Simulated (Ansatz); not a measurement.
**Osmium (omega (AlB2-type)) across density functionals**

All rows: Ansatz, plane waves with scalar-relativistic PAW, 420 eV (500 eV for the SCAN forms), relaxed under each functional, no dispersion correction, no zero-point motion. B₀ comes from uniform scaling at fixed shape; a dash is a value not given.

| functional | V (Å³/atom) | cell | B₀ (GPa) | magnetic state | ΔE to hcp (meV/atom) |
| --- | --- | --- | --- | --- | --- |
| PBE | 14.69 | a = 4.324 Å, c = 2.721 Å (c/a = 0.629) | 371 | spin not included | 356 |
| r²SCAN | 14.41 | a = 4.296 Å, c = 2.704 Å (c/a = 0.630) | 400 | spin not included | 376 |
| PBEsol | 14.28 | a = 4.285 Å, c = 2.693 Å (c/a = 0.628) | 404 | spin not included | 380 |
| LDA | 14.07 | a = 4.266 Å, c = 2.679 Å (c/a = 0.628) | 420 | spin not included | 385 |
| revPBE | 14.80 | a = 4.334 Å, c = 2.729 Å (c/a = 0.630) | 362 | spin not included | 350 |
| RPBE | 14.84 | a = 4.338 Å, c = 2.732 Å (c/a = 0.630) | 358 | spin not included | 348 |
| BLYP | 15.35 | a = 4.383 Å, c = 2.768 Å (c/a = 0.632) | 322 | spin not included | 303 |

LDA gives the smallest volume and BLYP the largest.
